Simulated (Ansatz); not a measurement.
# LiH under changes of volume

One of the cells (8.449 Å³/atom); the others are scaled copies at fixed shape and fractional positions:

```
Li H
1.0
     0.00000    2.03675    2.03675
     2.03675    0.00000    2.03675
     2.03675    2.03675    0.00000
Li H
1 1
Direct
  0.00000 0.00000 0.00000
  0.50000 0.50000 0.50000
```

```yaml
Program: Ansatz 0.2.0
Functional: PBE0
Potentials_or_basis: Ansatz PAW
Cutoff: "420 eV (not typed: the program's choice for these potentials)"
k_mesh: 6 × 6 × 6
Occupations: fermi-dirac, width 0.05 eV
Spin: no spin polarisation
```

```csv
volume (Å³/atom),energy over the lowest point (meV/atom),pressure (GPa),gap on the mesh (eV)
7.942,0.00,0.0,4.66
8.111,0.34,-0.7,4.68
8.280,1.48,-1.4,4.69
8.449,3.32,-2.1,4.70
8.618,5.82,-2.6,4.71
8.787,?,?,?
8.956,12.49,-3.7,4.72
```

**Question.** What does the run at 8.787 Å³/atom give?

**Answer.** Energy over the lowest point 8.87 meV/atom; pressure -3.2 GPa; gap on the mesh 4.71 eV.

Worked out: A Birch-Murnaghan fit of order 3 (a polynomial in V^(-2/3)) to the other rows has its minimum at 7.96 Å³/atom with B0 = V·E''(V) = 39 GPa and B' = 3.9. It gives 8.89 meV/atom at 8.787 Å³/atom, against the run's 8.87, and -dE/dV = -3.2 GPa, against -3.2. A straight line through the other rows of the gap, of slope 0.487 eV per unit of ln V (its deformation potential), gives 4.72 eV, against the run's 4.71.

Energies are extrapolated to zero smearing.

Caveats: all runs use coarse meshes; the PAW data sets were made with another functional, which shifts forces and pressure a little; the thresholds are loose for stress.

A mesh can miss the band edges.
